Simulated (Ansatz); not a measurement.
Runs of Ansatz 0.2.0 on TePb. It takes space group Fm-3m (No. 225, cubic). The conventional cell has a = 6.462 Å, b = 6.462 Å, c = 6.462 Å, α = 90.00°, β = 90.00°, γ = 90.00°. Pb (site symmetry m-3m) is surrounded by 6 Te at 3.23 Å. Around Te (site symmetry m-3m) lie 6 Pb at 3.23 Å. 

| task | level | potentials or basis | cell | k mesh | cutoff (eV) | smearing | basis error allowed | mesh quality | gap on the mesh (eV) | pressure (GPa) | relaxed volume (Å³/atom) |
| --- | --- | --- | --- | --- | --- | --- | --- | --- | --- | --- | --- |
| relaxation of cell and atoms | revPBE+D3(BJ) | all-electron LAPW, scalar-relativistic | relaxed | 7 × 7 × 7 | - | fermi-dirac 0.05 eV | 0.001 eV/atom | not flagged | - | 0.0 | (b) |
| relaxation of cell and atoms | BLYP | all-electron LAPW, scalar-relativistic | relaxed | 7 × 7 × 7 | - | fermi-dirac 0.05 eV | 0.001 eV/atom | not flagged | - | 0.0 | (a) |
| relaxation of cell and atoms | PBE+D4 | all-electron LAPW, scalar-relativistic | relaxed | 7 × 7 × 7 | - | fermi-dirac 0.05 eV | 0.001 eV/atom | not flagged | - | 0.0 | 33.90 |
| relaxation of cell and atoms | PBEsol+D3(BJ) | all-electron LAPW, scalar-relativistic | relaxed | 7 × 7 × 7 | - | fermi-dirac 0.05 eV | 0.001 eV/atom | not flagged | - | 0.0 | 32.00 |
| single point | PBE | all-electron LAPW, scalar-relativistic | as given | 7 × 7 × 7 | 179 | gaussian 0.011 eV | 0.001 eV/atom | not flagged | - | 2.1 | - |
| relaxation of cell and atoms | SVWN5 | all-electron LAPW, scalar-relativistic | relaxed | 7 × 7 × 7 | - | methfessel-paxton 0.025 eV | 0.002 eV/atom | not flagged | - | 0.0 | 32.46 |
| single point | PBE | all-electron PAW datasets made for the crystal | as given | 6 × 6 × 6 | 240 | fermi-dirac 0.05 eV | - | not flagged | 0.73 | 2.2 | - |
| single point | PBE | all-electron LAPW, scalar-relativistic | as given | 4 × 4 × 4 | 164 | fermi-dirac 0.03 eV | 0.002 eV/atom | coarse | 0.73 | 2.2 | - |
| single point | PBE | all-electron LAPW, scalar-relativistic | as given | 3 × 3 × 3 | 164 | fermi-dirac 0.04 eV | 0.002 eV/atom | coarse | - | 2.1 | - |

Alike in all rows: no spin polarisation.

Question: Fill in the values left out.

Answer: (a) 38.21; (b) 33.38.

Caveats: some runs use coarse meshes; spin-orbit coupling is left out, which as a rule narrows the gap of such compounds by several tenths of an eV (some runs); the volume moved by +13 % from the deposited cell, more than functionals usually miss (some runs).

A k mesh can miss the band edges, and the runs leave out spin-orbit coupling on Pb, Te.

Not every run made on this cell is shown here.
